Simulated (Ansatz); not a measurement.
# Ge (Fd-3m) in Ansatz: further runs

Runs on Ge. Level: LDA. Tasks: band structure, single point, equation of state.

All numbers are computed with Ansatz 0.2.0; they aren't measurements. Logs are shortened: lines on timing, memory, paths and dates and some standing lists are left out, and cuts for length are marked.

**The experiment to reproduce.**

From “Electronic and optical properties of SixGe1-x-ySny alloys lattice-matched to Ge”, 2021, arxiv:2109.02782, for a bulk crystal of Ge at 293 K: band gap 0.666 eV (indirect).

“Sub-monolayer structures of Ag overlayers on Ge(111): experimental observations and first-principles study”, 2019, arxiv:1908.00180 quotes, for a bulk crystal of Ge: bulk modulus 75.8 GPa.

The runs below are set against these values where they give the same quantity.

## Step 1: The structure

Symmetry: Fd-3m, No. 227, cubic system. Conventional cell: a = 5.658 Å, b = 5.658 Å, c = 5.658 Å, α = 90.00°, β = 90.00°, γ = 90.00°. Ge (site symmetry -43m) is surrounded by 4 Ge at 2.45 Å.

## Step 2: Band structure, LDA

File input.yaml:

```yaml
crystal:
  lattice:
    - [0.0, 2.82891, 2.82891]
    - [2.82891, 0.0, 2.82891]
    - [2.82891, 2.82891, 0.0]
  atoms:
    - { symbol: Ge, position: [0.75, 0.75, 0.75] }
    - { symbol: Ge, position: [0.5, 0.5, 0.5] }
hamiltonian:
  xc: lda
  pseudopotentials: { kind: paw }
kpoints:
  mp_grid: { grid: [8, 8, 8] }
  band_path:
    path:
      - [[0.0, 0.0, 0.0], [0.5, 0.0, 0.5], [0.5, 0.25, 0.75], [0.375, 0.375, 0.75], [0.0, 0.0, 0.0], [0.5, 0.5, 0.5], [0.625, 0.25, 0.625], [0.5, 0.25, 0.75], [0.5, 0.5, 0.5], [0.375, 0.375, 0.75]]
      - [[0.625, 0.25, 0.625], [0.5, 0.0, 0.5]]
    npoints: 14
scf:
  occupations: { method: fermi_dirac, width: 0.05 }
  n_extra_bands: 6
output:
  forces: true
  stress: true
  eigenvalues: true
  fatbands: true
  write_density: true
  write_potential: true
  elf: true
  volumetric_format: npy
```

Potentials or basis: Ansatz PAW.

Run with:

```sh
$ ansatz run input.yaml --threads 2 --pin off --max-ram 5632MiB --backend cpu --events-out ev --progress --plain --runs-dir out
```

The program printed:

```text
Warning: RAYON_NUM_THREADS=2 ignored (pool sized by the plan → 2); use --threads N
scf.n_extra_bands = 6 over 14 filled bands (N_el = 28.0): the run solves 20 bands
Engine: ansatz 0.2.0, aarch64-unknown-linux-gnu
Pseudopotentials: kind: paw
Pseudopotential: Ge, paw, valence charge 14, recommended cutoff 420 eV (normal), Ge.paw.azcp
Functional definition: SPW92
  exchange = slater_x
  correlation = pw_c
Crystal: 2 atoms, lattice volume = 45.278 Å³
Basis set: ecut = 420 eV, 893 PW (Γ)
Bands: 20, of which v1, the nominal top of the filled ones, is band 14 counted from 1 (13 counted from 0)
Symmetry: 48 space group operations
Space group: Fd-3m (ITA 227), of the structure as read, at distance tolerance 3.6e-5 Å
k-points: 29 of 512
Non-local potential: Ge, projectors of the file, l = 0: 2, l = 1: 2, l = 2: 3, l = 3: 1
PAW form: soft (Blöchl's): semilocal exchange-correlation on the pseudo side does not see the compensation charge
PAW frozen core: Ge, regenerated for the run's functional, and the local potential with it (the file was generated under x = pbe(κ = 0.804, μ = 0.2195149727645171), c = pbe(β = 0.06672455060314922))
PAW one-centre angular grid: Ge, 590 points (default); XC on 64 Gauss nodes
Initial density: superposition of atomic densities (neutral atoms: chi_scale 0, normalization atom), corrected by the library's trained network
Initial wavefunctions: pseudopotential atomic-orbital guess
Functional: x = slater, c = lda
SCF iter   1: F=—  HF=-8431.427362 eV  |F-HF|=—  |Δ(HF+E_count)|=         —  Δρ=4.86e-3  dr2=4.36e-3  ethr=1.77e-3  ⟨swp⟩=6.0  Hψ=2781  notcnv=0  defer=1
preconditioner: auto → none  [insulator: Δε(μ)=0.199 eV  Ē_g=25.205 eV  σ=0.050 eV  W_gap=0.60  n_scr=14 (ndim 8)  ℏωp=29.2 eV  f_vac=0.074  D(μ)=0.12/eV (n_scr^D=0)  ε∞_Penn≈2.3]
SCF iter   2: F=—  HF=-8431.425554 eV  |F-HF|=—  |Δ(HF+E_count)|=   1.81e-3  Δρ=2.56e-3  dr2=1.05e-3  ethr=1.56e-5  ⟨swp⟩=1.1  Hψ=820  notcnv=0  defer=7
SCF iter   3: F=—  HF=-8431.425527 eV  |F-HF|=—  |Δ(HF+E_count)|=   2.71e-5  Δρ=6.66e-4  dr2=9.62e-5  ethr=3.76e-6  ⟨swp⟩=2.0  Hψ=831  notcnv=0  defer=7
SCF iter   4: F=—  HF=-8431.425397 eV  |F-HF|=—  |Δ(HF+E_count)|=   1.30e-4  Δρ=2.01e-4  dr2=9.86e-6  ethr=3.44e-7  ⟨swp⟩=2.0  Hψ=883  notcnv=0  defer=7
SCF iter   5: F=—  HF=-8431.425382 eV  |F-HF|=—  |Δ(HF+E_count)|=   1.49e-5  Δρ=3.84e-5  dr2=2.70e-7  ethr=3.52e-8  ⟨swp⟩=2.0  Hψ=949  notcnv=0  defer=7
SCF iter   6: F=-8431.425382 eV  HF=-8431.425382 eV  |F-HF|=5.69e-8  |Δ(HF+E_count)|=   2.31e-7  Δρ=1.16e-5  dr2=2.53e-8  ethr=3.57e-10  ⟨swp⟩=10.0  Hψ=3651  notcnv=0
SCF 1 converged in 6 iterations: F = -8431.425382 eV  dr2 = 2.53e-8
NSCF: frozen V_eff on 142 k-points
SCF converged after 6 iterations
Free energy (F): -8431.425382 eV
Harris-Foulkes:  -8431.425382 eV  (|F-HF|=5.69e-8)
Internal energy: -8431.424369 eV  (E = F + TS)
E sigma→0 (E₀):  -8431.424876 eV
Entropy (-TS):   -0.001013 eV (-0.506 meV/atom)
Fermi energy:    8.237049 eV
--- Per-component energies (eV) ---
  E_band       = -309.791709
  E_kinetic    = 224.058626
  E_local      = -4951.715647  (includes V_loc(G=0)·N_el)
  E_nonlocal   = 843.161411
  E_hartree    = 2169.580737
  E_xc         = -150.592149
  E_vxc        = -130.494739  (∫ρ·V_xc dr)
  E_paw        = -3882.599959  (= ΣΔE_a)
  E_vpaw       = -633.976993  (= ΣTr[D̂ρ^β])
  E_aug_tail   = 0.000667  (compensation charges beyond the density's cutoff)
  E_ewald      = -2687.134708
  E_core_change = 3.816652  (= ΣΔE_core)
  E_smearing   = -0.001013  (= −TS)
  E_closure    = 0.000000  (closes the sum)
  Σ components = -8431.425382   (vs F -8431.425382, Δ=0.00e0)
--- Forces (eV/Å), atoms counted from 1 ---
  atom   1  Ge     0.00000000     0.00000000     0.00000000
  atom   2  Ge     0.00000000     0.00000000    -0.00000000
  max |Σ_I F_I| component: 5.55e-17 eV/Å
--- Stress (GPa, compression-positive) ---
       -1.278752      -0.000000       0.000000
       -0.000000      -1.278752       0.000000
        0.000000       0.000000      -1.278752
  P = ⅓ Tr σ = -1.2788 GPa (-12.788 kbar)
--- Band table (eV; the first three rows and the last of 29) ---
  k-point 0: bands = ["-16.6595", "-16.6595", "-16.6595", "-16.6232", "-16.6232", "-16.4119", "-16.4119", "-16.4119", "-16.3993", "-16.3993", "-4.5558", "8.0722", "8.2622", "8.2622", "8.2622", "10.7887", "10.7887", "10.7887", "14.4566", "17.7745"]
  k-point 1: bands = ["-16.6676", "-16.6676", "-16.6570", "-16.6118", "-16.6118", "-16.4242", "-16.4242", "-16.4149", "-16.3889", "-16.3889", "-4.3658", "5.8300", "7.9269", "7.9269", "9.1742", "11.2356", "11.2356", "11.6725", "15.4133", "16.8363"]
  k-point 2: bands = ["-16.6777", "-16.6777", "-16.6508", "-16.5947", "-16.5947", "-16.4381", "-16.4381", "-16.4222", "-16.3785", "-16.3785", "-3.8147", "3.4851", "7.3802", "7.3802", "8.8023", "11.8645", "11.8645", "13.7642", "16.1112", "16.5775"]
  k-point 28: bands = ["-16.7072", "-16.7072", "-16.5651", "-16.5651", "-16.5163", "-16.5163", "-16.4842", "-16.4842", "-16.3455", "-16.3455", "-0.5820", "-0.5820", "4.3455", "4.3455", "12.4995", "12.4995", "12.9093", "12.9093", "19.1826", "19.1826"]
```

It took 2.8 s on 2 threads of Arm Neoverse V1, shared host; peak memory 0.31 GiB.

Results:

```
Free energy            : -8431.4254 eV
Pressure               : -1.3 GPa
Band gap on the k mesh : none (metal or under the smearing width)
```

Levels at the corners of the path, in eV from the Fermi level:
```csv
point,band 10,band 11,band 12,band 13,band 14,band 15,band 16,band 17,band 18,band 19
Γ,-24.64,-12.79,-0.16,0.03,0.03,0.03,2.55,2.55,2.55,6.22
X,-24.59,-8.92,-8.92,-3.05,-3.05,0.69,0.69,9.42,9.42,11.45
W,-24.58,-8.82,-8.82,-3.89,-3.89,4.26,4.26,4.67,4.67,10.95
K,-24.58,-9.39,-8.33,-4.32,-2.61,1.10,4.03,7.12,7.34,8.10
Γ,-24.64,-12.79,-0.16,0.03,0.03,0.03,2.55,2.55,2.55,6.22
L,-24.61,-10.71,-7.62,-1.38,-1.38,0.07,3.74,3.74,6.99,10.41
U,-24.58,-9.39,-8.33,-4.32,-2.61,1.10,4.03,7.12,7.34,8.10
W,-24.58,-8.82,-8.82,-3.89,-3.89,4.26,4.26,4.67,4.67,10.95
L,-24.61,-10.71,-7.62,-1.38,-1.38,0.07,3.74,3.74,6.99,10.41
K,-24.58,-9.39,-8.33,-4.32,-2.61,1.10,4.03,7.12,7.34,8.10
U,-24.58,-9.39,-8.33,-4.32,-2.61,1.10,4.03,7.12,7.34,8.10
X,-24.59,-8.92,-8.92,-3.05,-3.05,0.69,0.69,9.42,9.42,11.45
```

Caveat: the PAW data sets come from PBE, with cores solved anew for the run's functional, which leaves a small shift of forces and pressure.

## Step 3: Single point, LDA, 21.28 Å³/atom (volume scaled by 0.94)

File input.yaml:

```yaml
crystal:
  lattice:
    - [0.0, 2.7711609388, 2.7711609388]
    - [2.7711609388, 0.0, 2.7711609388]
    - [2.7711609388, 2.7711609388, 0.0]
  atoms:
    - { symbol: Ge, position: [0.75, 0.75, 0.75] }
    - { symbol: Ge, position: [0.5, 0.5, 0.5] }
hamiltonian:
  xc: lda
  pseudopotentials: { kind: paw }
kpoints:
  mp_grid: { grid: [8, 8, 8] }
scf:
  occupations: { method: fermi_dirac, width: 0.05 }
output:
  forces: true
  stress: true
  eigenvalues: true
  write_density: true
  write_potential: true
  elf: true
  volumetric_format: npy
```

Potentials or basis: Ansatz PAW.

Run with:

```sh
$ ansatz run input.yaml --threads 2 --pin off --max-ram 5632MiB --backend cpu --events-out ev --progress --plain --runs-dir out
```

Wall time 1 s (2 threads of Arm Neoverse V1, shared host); peak memory 0.29 GiB.

Results (log left out):

```
Free energy            : -8431.4105 eV
Pressure               : 3.3 GPa
Band gap on the k mesh : 0.24 eV, indirect (least direct gap 0.38 eV)
```

Caveat: the PAW data sets come from PBE, with cores solved anew for the run's functional, which leaves a small shift of forces and pressure.

## Step 4: Single point, LDA, 21.73 Å³/atom (volume scaled by 0.96)

input.yaml: that of step 3 with these lines changed.

```diff
@@ -2,5 +2,5 @@
   lattice:
-    - [0.0, 2.7711609388, 2.7711609388]
-    - [2.7711609388, 0.0, 2.7711609388]
-    - [2.7711609388, 2.7711609388, 0.0]
+    - [0.0, 2.7906767997, 2.7906767997]
+    - [2.7906767997, 0.0, 2.7906767997]
+    - [2.7906767997, 2.7906767997, 0.0]
   atoms:
```

Run with:

```sh
$ ansatz run input.yaml --threads 2 --pin off --max-ram 5632MiB --backend cpu --events-out ev --progress --plain --runs-dir out
```

Wall time 1 s (2 threads of Arm Neoverse V1, shared host); peak memory 0.29 GiB.

Results (log left out):

| Quantity | Value |
| --- | --- |
| Free energy | -8431.4242 eV |
| Pressure | 1.6 GPa |
| Band gap on the k mesh | 0.17 eV, indirect (least direct gap 0.18 eV) |

Caveat: the PAW data sets come from PBE, with cores solved anew for the run's functional, which leaves a small shift of forces and pressure.

## Step 5: Single point, LDA, 22.19 Å³/atom (volume scaled by 0.98)

File input.yaml:

```yaml
crystal:
  lattice:
    - [0.0, 2.8099234548, 2.8099234548]
    - [2.8099234548, 0.0, 2.8099234548]
    - [2.8099234548, 2.8099234548, 0.0]
  atoms:
    - { symbol: Ge, position: [0.75, 0.75, 0.75] }
    - { symbol: Ge, position: [0.5, 0.5, 0.5] }
hamiltonian:
  xc: lda
  pseudopotentials: { kind: paw }
kpoints:
  mp_grid: { grid: [8, 8, 8] }
scf:
  occupations: { method: fermi_dirac, width: 0.05 }
output:
  forces: true
  stress: true
  eigenvalues: true
```

Run with:

```sh
$ ansatz run input.yaml --threads 2 --pin off --max-ram 5632MiB --backend cpu --events-out ev --progress --plain --runs-dir out
```

Run time: 0.87 s. Hardware: 2 threads of Arm Neoverse V1, shared host; peak memory 0.29 GiB.

The run converged. Its results:

```yaml
Free_energy: -8431.4288 eV
Pressure: 0.1 GPa
Band_gap_on_the_k_mesh: none (metal or under the smearing width)
```

Caveat: the PAW data sets come from PBE, with cores solved anew for the run's functional, which leaves a small shift of forces and pressure.

## Step 6: Single point, LDA, 22.64 Å³/atom

input.yaml: that of step 5 with these lines changed.

```diff
@@ -2,5 +2,5 @@
   lattice:
-    - [0.0, 2.8099234548, 2.8099234548]
-    - [2.8099234548, 0.0, 2.8099234548]
-    - [2.8099234548, 2.8099234548, 0.0]
+    - [0.0, 2.82891, 2.82891]
+    - [2.82891, 0.0, 2.82891]
+    - [2.82891, 2.82891, 0.0]
   atoms:
@@ -19 +19,5 @@
   eigenvalues: true
+  write_density: true
+  write_potential: true
+  elf: true
+  volumetric_format: npy
```

Potentials or basis: Ansatz PAW.

Run with:

```sh
$ ansatz run input.yaml --threads 2 --pin off --max-ram 5632MiB --backend cpu --events-out ev --progress --plain --runs-dir out
```

Wall time 1 s (2 threads of Arm Neoverse V1, shared host); peak memory 0.29 GiB.

It converged, with:

| Property | Result |
| --- | --- |
| Free energy | -8431.4254 eV |
| Pressure | -1.3 GPa |
| Band gap on the k mesh | none (metal or under the smearing width) |

Caveat: the PAW data sets come from PBE, with cores solved anew for the run's functional, which leaves a small shift of forces and pressure.

## Step 7: Single point, LDA, 23.09 Å³/atom (volume scaled by 1.02)

File input.yaml:

```yaml
crystal:
  lattice:
    - [0.0, 2.8476450493, 2.8476450493]
    - [2.8476450493, 0.0, 2.8476450493]
    - [2.8476450493, 2.8476450493, 0.0]
  atoms:
    - { symbol: Ge, position: [0.75, 0.75, 0.75] }
    - { symbol: Ge, position: [0.5, 0.5, 0.5] }
hamiltonian:
  xc: lda
  pseudopotentials: { kind: paw }
kpoints:
  mp_grid: { grid: [8, 8, 8] }
scf:
  occupations: { method: fermi_dirac, width: 0.05 }
output:
  forces: true
  stress: true
  eigenvalues: true
```

Run with:

```sh
$ ansatz run input.yaml --threads 2 --pin off --max-ram 5632MiB --backend cpu --events-out ev --progress --plain --runs-dir out
```

It took 0.79 s on 2 threads of Arm Neoverse V1, shared host; peak memory 0.29 GiB.

It converged, with:

```
Free energy            : -8431.4146 eV
Pressure               : -2.5 GPa
Band gap on the k mesh : none (metal or under the smearing width)
```

Caveat: the PAW data sets come from PBE, with cores solved anew for the run's functional, which leaves a small shift of forces and pressure.

## Step 8: Single point, LDA, 23.54 Å³/atom (volume scaled by 1.04)

input.yaml: that of step 7 with these lines changed.

```diff
@@ -2,5 +2,5 @@
   lattice:
-    - [0.0, 2.8476450493, 2.8476450493]
-    - [2.8476450493, 0.0, 2.8476450493]
-    - [2.8476450493, 2.8476450493, 0.0]
+    - [0.0, 2.8661367691, 2.8661367691]
+    - [2.8661367691, 0.0, 2.8661367691]
+    - [2.8661367691, 2.8661367691, 0.0]
   atoms:
```

Run with:

```sh
$ ansatz run input.yaml --threads 2 --pin off --max-ram 5632MiB --backend cpu --events-out ev --progress --plain --runs-dir out
```

Wall time 0.82 s (2 threads of Arm Neoverse V1, shared host); peak memory 0.29 GiB.

The run converged. Its results:

```
Free energy            : -8431.3972 eV
Pressure               : -3.6 GPa
Band gap on the k mesh : none (metal or under the smearing width)
```

Caveat: the PAW data sets come from PBE, with cores solved anew for the run's functional, which leaves a small shift of forces and pressure.

## Step 9: Single point, LDA, 24.00 Å³/atom (volume scaled by 1.06)

input.yaml: that of step 8 with these lines changed.

```diff
@@ -2,5 +2,5 @@
   lattice:
-    - [0.0, 2.8661367691, 2.8661367691]
-    - [2.8661367691, 0.0, 2.8661367691]
-    - [2.8661367691, 2.8661367691, 0.0]
+    - [0.0, 2.8843929095, 2.8843929095]
+    - [2.8843929095, 0.0, 2.8843929095]
+    - [2.8843929095, 2.8843929095, 0.0]
   atoms:
```

Potentials or basis: Ansatz PAW.

Run with:

```sh
$ ansatz run input.yaml --threads 2 --pin off --max-ram 5632MiB --backend cpu --events-out ev --progress --plain --runs-dir out
```

It took 0.87 s on 2 threads of Arm Neoverse V1, shared host; peak memory 0.29 GiB.

It converged, with:

```yaml
Free_energy: -8431.3740 eV
Pressure: -4.6 GPa
Band_gap_on_the_k_mesh: none (metal or under the smearing width)
```

Caveat: the PAW data sets come from PBE, with cores solved anew for the run's functional, which leaves a small shift of forces and pressure.

## Step 10: Equation of state, LDA

No new run: the results of the series are fitted here.

Results:

| Property | Result |
| --- | --- |
| Equilibrium volume | 22.21 Å³/atom |
| Bulk modulus | 70 GPa |
| Pressure derivative of the bulk modulus | 4.4 |

Energy against volume, from the lowest point:
```tsv
volume (Å³/atom)	energy (meV/atom)
21.281	9.18
21.733	2.29
22.186	0.00
22.639	1.72
23.092	7.11
23.545	15.79
23.997	27.39
```

## Step 11: Against experiment

Step 2. Measured gap of Ge: 0.666 eV (indirect; 293 K; “Electronic and optical properties of SixGe1-x-ySny alloys lattice-matched to Ge”, 2021, arxiv:2109.02782). This calculation gives 0.00 eV (-0.67 eV). 3 values of this kind are on record (0.666 to 0.807 eV); this one was drawn at random among those near their median. Spin-orbit coupling on Ge is left out. The value is that of LDA on a finite k mesh, which can miss the band edges, without temperature or zero-point motion. Semilocal functionals fall short of measured gaps as a rule.

Step 10. Against the measured bulk modulus of Ge, 75.8 GPa (quoted in “Sub-monolayer structures of Ag overlayers on Ge(111): experimental observations and first-principles study”, 2019, arxiv:1908.00180), the calculated 70 GPa is off by -7.4 %. The fit is for a static lattice scaled at fixed shape and fixed fractional positions. The cell as given is a measured one (22.64 Å³/atom); LDA puts the equilibrium volume -1.9 % from it, thermal expansion not counted.
